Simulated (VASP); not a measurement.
MoS2, 6 atoms in the cell. Symmetry: P6_3/mmc, No. 194, hexagonal system. Conventional cell: a = 3.161 Å, b = 3.161 Å, c = 13.770 Å, α = 90.00°, β = 90.00°, γ = 120.00°. Around Mo (site symmetry -6m2) lie 6 S at 2.40 Å. S (site symmetry 3m) has 3 Mo at 2.40 Å as nearest neighbours. The cell was built by a generator and needn't be a form met in nature.

* Program: VASP 6.6.1
* Task: single point
* Functional: SCAN
* Potentials or basis: VASP PAW PBE potentials, release 64 (Mo_sv, S)
* Cutoff: 520 eV
* k mesh: 8 × 8 × 2
* Occupations: fermi-dirac, width 0.05 eV
* Spin: no spin polarisation
* Further INCAR settings: ALGO = Normal; EDIFF = 1e-07

Potentials or basis: VASP PAW PBE potentials, release 64 (Mo_sv, S).

Command:

```sh
$ cat potpaw_PBE.64/Mo_sv/POTCAR potpaw_PBE.64/S/POTCAR > POTCAR
$ mpirun -np 1 vasp_std > vasp.out
```

Hardware: 1 thread of AMD EPYC 9R45 96-Core Processor (Zen 5) (shared host).

Question: How long does it take, and how much memory?

Answer: Wall time 8.9 min on 1 thread of AMD EPYC 9R45 96-Core Processor (Zen 5), with other jobs on the host, peak memory 0.25 GiB. Counts: scf iterations 43, k points 20.
